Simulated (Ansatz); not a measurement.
## WS$_{2}$: rigid cleavage

These are results of DFT PBEsol, scalar-relativistic, plane waves, PAW in Ansatz, not measurements. Settings: plane waves to 420 eV, k-mesh 2×9×3 (Γ-centred), Gaussian smearing 0.05 eV. Spin–orbit coupling is left out, which matters for the heavy elements here. No spin polarisation. Energies are free energies at this smearing, counted from the undisturbed cell; pressure is positive in compression.

The undisturbed cell (relaxed at this level; this form isn't the usual structure):

```yaml
crystal:
  lattice:
    - [-1.57289, -2.72432, 16.95342]
    - [1.57289, -2.72432, 0.00000]
    - [9.43733, 5.44864, 0.00000]
  atoms:
    - { symbol: W, position: [0.00000, 0.50000, 0.96988] }
    - { symbol: W, position: [0.00000, 0.00000, 0.21988] }
    - { symbol: W, position: [0.00000, 0.50000, 0.46988] }
    - { symbol: W, position: [0.00000, 0.00000, 0.71988] }
    - { symbol: S, position: [0.90758, 0.54621, 0.28011] }
    - { symbol: S, position: [0.90758, 0.04621, 0.53011] }
    - { symbol: S, position: [0.90758, 0.54621, 0.78011] }
    - { symbol: S, position: [0.90758, 0.04621, 0.03011] }
    - { symbol: S, position: [0.09242, 0.95379, 0.07632] }
    - { symbol: S, position: [0.09242, 0.45379, 0.32632] }
    - { symbol: S, position: [0.09242, 0.95379, 0.57632] }
    - { symbol: S, position: [0.09242, 0.45379, 0.82632] }
```

The cell holds layers and no dispersion correction was added, so their binding is poorly described.

The cut lies on the cell's a–b face, a (1 0 1) plane (indices in the standard cell, whose axes needn't be the Cartesian ones shown) of area 54.02 Å², between layers 0.65 Å apart. Vector c is lengthened by d along the normal with the atoms' Cartesian places fixed: one unrelaxed cut a cell.

```csv
d (Å),energy (J/m²),traction dE/dd (GPa),gap on the mesh (eV)
-0.30,0.26,-18.3,1.73
0.00,0.00,0.0,1.94
0.25,0.14,10.8,1.54
0.50,0.50,17.0,0.98
1.00,1.41,15.3,0.00
1.50,2.01,9.0,0.00
2.00,2.38,6.0,0.00
3.00,2.76,2.0,0.00
4.50,2.89,0.3,0.00
6.00,2.91,0.1,0.00
```

Where the gap reads zero the k-mesh, chosen for the insulator, is on the coarse side.

Cost: 10 runs of about 13 core-minutes in all, on Intel Xeon 6975P-C (Granite Rapids) (shared hosts).